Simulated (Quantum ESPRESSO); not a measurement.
Here is a Quantum ESPRESSO 7.5 calculation.

pw.in

```
&CONTROL
  calculation = 'scf'
  prefix = 'pwscf'
  outdir = './tmp'
  pseudo_dir = './pseudo'
  tprnfor = .true.
  tstress = .true.
  disk_io = 'low'
/
&SYSTEM
  ibrav = 0
  celldm(1) = 8
  nat = 3
  ntyp = 2
  ecutwfc = 84
  nbnd = 21
  occupations = 'smearing'
  smearing = 'fd'
  degauss = 0.00367493
/
&ELECTRONS
  conv_thr = 6d-10
  electron_maxstep = 120
  mixing_beta = 0.5
/
ATOMIC_SPECIES
Ti    47.8670 Ti.upf
C     12.0110 C.upf
CELL_PARAMETERS alat
  0.3639372003499   0.2101192405806   1.1370883310493
 -0.3639372003499   0.2101192405806   1.1370883310493
  0.0000000000000  -0.4202384811848   1.1370883310493
ATOMIC_POSITIONS crystal
Ti     0.7545021700    0.7545021700    0.7545021700
Ti     0.2454978300    0.2454978300    0.2454978300
C      0.5000000000    0.5000000000    0.5000000000
K_POINTS automatic
8 8 8 0 0 0
```

The input nscf.in:

```
&CONTROL
  calculation = 'nscf'
  prefix = 'pwscf'
  outdir = './tmp'
  pseudo_dir = './pseudo'
  disk_io = 'low'
/
&SYSTEM
  ibrav = 0
  celldm(1) = 8
  nat = 3
  ntyp = 2
  ecutwfc = 84
  nbnd = 42
  occupations = 'smearing'
  smearing = 'fd'
  degauss = 0.00367493
  nosym = .true.
  noinv = .true.
/
&ELECTRONS
  conv_thr = 1d-09
  electron_maxstep = 120
  mixing_beta = 0.5
  diago_full_acc = .true.
  startingwfc = 'random'
/
ATOMIC_SPECIES
Ti    47.8670 Ti.upf
C     12.0110 C.upf
CELL_PARAMETERS alat
  0.3639372003499   0.2101192405806   1.1370883310493
 -0.3639372003499   0.2101192405806   1.1370883310493
  0.0000000000000  -0.4202384811848   1.1370883310493
ATOMIC_POSITIONS crystal
Ti     0.7545021700    0.7545021700    0.7545021700
Ti     0.2454978300    0.2454978300    0.2454978300
C      0.5000000000    0.5000000000    0.5000000000
K_POINTS crystal
216
  0.00000000   0.00000000   0.00000000 4.62962963e-03
  0.00000000   0.00000000   0.16666667 4.62962963e-03
  0.00000000   0.00000000   0.33333333 4.62962963e-03
  0.00000000   0.00000000   0.50000000 4.62962963e-03
  0.00000000   0.00000000   0.66666667 4.62962963e-03
  0.00000000   0.00000000   0.83333333 4.62962963e-03
[... 208 lines left out ...]
  0.83333333   0.83333333   0.66666667 4.62962963e-03
  0.83333333   0.83333333   0.83333333 4.62962963e-03
```

File pw2wan.in:

```
&INPUTPP
  prefix = 'pwscf'
  outdir = './tmp'
  seedname = 'w'
  write_mmn = .true.
  write_amn = .true.
/
```

File bands.in:

```
&CONTROL
  calculation = 'bands'
  prefix = 'pwscf'
  outdir = './tmp'
  pseudo_dir = './pseudo'
  disk_io = 'low'
/
&SYSTEM
  ibrav = 0
  celldm(1) = 8
  nat = 3
  ntyp = 2
  ecutwfc = 84
  nbnd = 42
  occupations = 'smearing'
  smearing = 'fd'
  degauss = 0.00367493
/
&ELECTRONS
  conv_thr = 1d-08
  electron_maxstep = 120
  mixing_beta = 0.5
  diago_full_acc = .true.
  startingwfc = 'random'
/
ATOMIC_SPECIES
Ti    47.8670 Ti.upf
C     12.0110 C.upf
CELL_PARAMETERS alat
  0.3639372003499   0.2101192405806   1.1370883310493
 -0.3639372003499   0.2101192405806   1.1370883310493
  0.0000000000000  -0.4202384811848   1.1370883310493
ATOMIC_POSITIONS crystal
Ti     0.7545021700    0.7545021700    0.7545021700
Ti     0.2454978300    0.2454978300    0.2454978300
C      0.5000000000    0.5000000000    0.5000000000
K_POINTS crystal
63
  0.00000000   0.00000000   0.00000000 1
  0.05555600   0.00000000   0.00000000 1
  0.11111100   0.00000000   0.00000000 1
  0.16666700   0.00000000   0.00000000 1
  0.22222200   0.00000000   0.00000000 1
  0.27777800   0.00000000   0.00000000 1
  0.33333300   0.00000000   0.00000000 1
  0.38888900   0.00000000   0.00000000 1
  0.44444400   0.00000000   0.00000000 1
  0.50000000   0.00000000   0.00000000 1
  0.50000000   0.03157200  -0.03157200 1
  0.50000000   0.06314400  -0.06314400 1
  0.50000000   0.09471500  -0.09471500 1
  0.50000000   0.12628700  -0.12628700 1
  0.50000000   0.15785900  -0.15785900 1
  0.50000000   0.18943100  -0.18943100 1
  0.81056900   0.50000000   0.18943100 1
  0.77951200   0.50000000   0.22048800 1
  0.74845500   0.50000000   0.25154500 1
  0.71739800   0.50000000   0.28260200 1
  0.68634100   0.50000000   0.31365900 1
  0.65528500   0.50000000   0.34471500 1
  0.62422800   0.50000000   0.37577200 1
  0.59317100   0.50000000   0.40682900 1
  0.56211400   0.50000000   0.43788600 1
  0.53105700   0.50000000   0.46894300 1
  0.50000000   0.50000000   0.50000000 1
  0.40000000   0.40000000   0.40000000 1
  0.30000000   0.30000000   0.30000000 1
  0.20000000   0.20000000   0.20000000 1
  0.10000000   0.10000000   0.10000000 1
  0.00000000   0.00000000   0.00000000 1
  0.03133800   0.00000000  -0.03133800 1
  0.06267600   0.00000000  -0.06267600 1
  0.09401300   0.00000000  -0.09401300 1
  0.12535100   0.00000000  -0.12535100 1
  0.15668900   0.00000000  -0.15668900 1
  0.18802700   0.00000000  -0.18802700 1
  0.21936400   0.00000000  -0.21936400 1
  0.25070200   0.00000000  -0.25070200 1
  0.28204000   0.00000000  -0.28204000 1
  0.31337800   0.00000000  -0.31337800 1
  0.34471500   0.00000000  -0.34471500 1
  0.65528500   0.34471500   0.00000000 1
  0.62422800   0.37577200   0.00000000 1
  0.59317100   0.40682900   0.00000000 1
  0.56211400   0.43788600   0.00000000 1
  0.53105700   0.46894300   0.00000000 1
  0.50000000   0.50000000   0.00000000 1
  0.57764200   0.57764200   0.09471500 1
  0.65528500   0.65528500   0.18943100 1
  0.63587400   0.63587400   0.22825200 1
  0.61646300   0.61646300   0.26707300 1
  0.59705300   0.59705300   0.30589400 1
  0.57764200   0.57764200   0.34471500 1
  0.55823200   0.55823200   0.38353700 1
  0.53882100   0.53882100   0.42235800 1
  0.51941100   0.51941100   0.46117900 1
  0.50000000   0.50000000   0.50000000 1
  0.50000000   0.00000000   0.00000000 1
  0.60352300   0.11490500   0.11490500 1
  0.70704600   0.22981000   0.22981000 1
  0.81056900   0.34471500   0.34471500 1
```

w.win

```
num_wann = 22
num_bands = 34
guiding_centres = true
dis_froz_max = 15.22
dis_num_iter = 600
dis_mix_ratio = 0.5
dis_conv_tol = 1.0d-9
num_iter = 1200
conv_tol = 1.0d-8
conv_window = 4
num_print_cycles = 200
fermi_energy = 13.216
bands_plot = true
write_hr = true
mp_grid = 6 6 6
exclude_bands = 1-8
begin projections
Ti: s;p;d
C: s;p
end projections
begin unit_cell_cart
ang
  1.5406981810   0.8895225095   4.8137698526
 -1.5406981810   0.8895225095   4.8137698526
  0.0000000000  -1.7790450191   4.8137698526
end unit_cell_cart
begin atoms_frac
Ti   0.7545021700   0.7545021700   0.7545021700
Ti   0.2454978300   0.2454978300   0.2454978300
C    0.5000000000   0.5000000000   0.5000000000
end atoms_frac
begin kpoint_path
G   0.0000000000   0.0000000000   0.0000000000  L   0.5000000000   0.0000000000   0.0000000000
L   0.5000000000   0.0000000000   0.0000000000  B1   0.5000000000   0.1894308451  -0.1894308451
B   0.8105691549   0.5000000000   0.1894308451  Z   0.5000000000   0.5000000000   0.5000000000
Z   0.5000000000   0.5000000000   0.5000000000  G   0.0000000000   0.0000000000   0.0000000000
G   0.0000000000   0.0000000000   0.0000000000  X   0.3447154225   0.0000000000  -0.3447154225
Q   0.6552845775   0.3447154225   0.0000000000  F   0.5000000000   0.5000000000   0.0000000000
F   0.5000000000   0.5000000000   0.0000000000  P1   0.6552845775   0.6552845775   0.1894308451
P1   0.6552845775   0.6552845775   0.1894308451  Z   0.5000000000   0.5000000000   0.5000000000
L   0.5000000000   0.0000000000   0.0000000000  P   0.8105691549   0.3447154225   0.3447154225
end kpoint_path
bands_num_points = 9
begin kpoints
  0.00000000   0.00000000   0.00000000
  0.00000000   0.00000000   0.16666667
  0.00000000   0.00000000   0.33333333
  0.00000000   0.00000000   0.50000000
  0.00000000   0.00000000   0.66666667
  0.00000000   0.00000000   0.83333333
[... 208 lines left out ...]
  0.83333333   0.83333333   0.66666667
  0.83333333   0.83333333   0.83333333
end kpoints
```

Potentials or basis: PseudoDojo 0.4.1 SR PBEsol standard.

Run with:

```console
$ OMP_NUM_THREADS=1 pw.x -in pw.in > pw.out
$ OMP_NUM_THREADS=1 pw.x -in nscf.in > nscf.out
$ wannier90.x -pp w
$ OMP_NUM_THREADS=1 pw2wannier90.x -in pw2wan.in > pw2wan.out
$ wannier90.x w
$ OMP_NUM_THREADS=1 pw.x -in bands.in > bands.out
```

Q: Estimate the total Wannier spread.

A: 34.42 Å² over 22 functions.

Q: Predict the RMS miss of the Wannier bands.

A: 0.043 eV.

Q: Estimate the pressure.

A: -4.5 GPa.

Wannier functions:
```
function  nearest atom  distance (Å)  spread (Å²)  on-site energy from the reference level (eV)
       1          1 Ti          0.21         2.86                                          7.78
       2          1 Ti          1.14         2.05                                         12.79
       3          1 Ti          0.39         3.75                                         12.77
       4          1 Ti          0.37         3.75                                         12.80
       5          1 Ti          0.05         0.78                                          1.93
       6          1 Ti          0.01         0.69                                          2.20
       7          1 Ti          0.01         0.71                                          2.19
       8          1 Ti          0.01         0.59                                          2.43
       9          1 Ti          0.01         0.59                                          2.46
      10          2 Ti          0.24         2.83                                          7.48
      11          2 Ti          1.08         2.11                                         12.60
      12          2 Ti          0.44         3.72                                         12.65
      13          2 Ti          0.47         3.71                                         12.69
      14          2 Ti          0.06         0.83                                          1.92
      15          2 Ti          0.01         0.73                                          2.17
      16          2 Ti          0.01         0.70                                          2.20
      17          2 Ti          0.01         0.59                                          2.44
      18          2 Ti          0.01         0.59                                          2.41
      19           3 C          0.00         0.73                                         -5.95
      20           3 C          0.01         0.72                                          2.18
      21           3 C          0.00         0.70                                          2.39
      22           3 C          0.01         0.70                                          2.38
```

Caveat: the Wannier minimisation didn't converge.
